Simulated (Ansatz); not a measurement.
# Se: the cost of one run

Method: DFT PBE, scalar-relativistic, plane waves, PAW, in Ansatz 0.2.0.

## (1) Starting point

It takes space group P-3m1 (No. 164, trigonal). Conventional cell: a = 3.595 Å, b = 3.595 Å, c = 5.990 Å, α = 90.00°, β = 90.00°, γ = 120.00°. Se (site symmetry 3m) is surrounded by 4 Se at 2.36 to 2.37 Å. Se (site symmetry 3m) has 6 Se at 2.36 to 2.49 Å as nearest neighbours.

As a file:

```cif
data_structure
_symmetry_space_group_name_H-M 'P-3m1'
_symmetry_Int_Tables_number 164
_cell_length_a 3.5952
_cell_length_b 3.5952
_cell_length_c 5.9904
_cell_angle_alpha 90.000
_cell_angle_beta 90.000
_cell_angle_gamma 120.000
_cell_volume 67.05
loop_
_atom_site_label
_atom_site_type_symbol
_atom_site_symmetry_multiplicity
_atom_site_Wyckoff_symbol
_atom_site_fract_x
_atom_site_fract_y
_atom_site_fract_z
_atom_site_occupancy
Se1 Se 2 c 0.00000 0.00000 0.80256 1
Se2 Se 2 d 0.33333 0.66667 0.61461 1
```

Recipe of the guess: 4-, 6-connected net of one element (P-3m1, No. 164). Lengths come from tabulated atomic sizes and are only a guess.

## (2) Probe: one point on a coarse mesh

input.yaml reads:

```yaml
crystal:
  lattice:
    - [3.59519199, 0.0, 0.0]
    - [-1.797596, 3.1135276, 0.0]
    - [0.0, 0.0, 5.99038961]
  atoms:
    - { symbol: Se, position: [0.0, 0.0, 0.8025568] }
    - { symbol: Se, position: [0.0, 0.0, 0.1974432] }
    - { symbol: Se, position: [0.33333333, 0.66666667, 0.61460589] }
    - { symbol: Se, position: [0.66666667, 0.33333333, 0.38539411] }
basis:
  ecutwfc: 420
kpoints:
  mp_grid: { grid: [6, 6, 4] }
hamiltonian:
  xc: pbe
scf:
  occupations: { method: gaussian, width: 0.1 }
  lower_state_search: "off"
output:
  forces: true
  stress: true
  eigenvalues: true
```

Launch:

```
> ansatz run input.yaml --threads 1 --pin off --max-ram 2560MiB --backend cpu --events-out ev --progress --plain --runs-dir out
```

Q: Estimate wall time and peak memory on 1 thread of Arm Neoverse V2, shared host.

About 3.6 s, with a peak of 0.33 GiB.
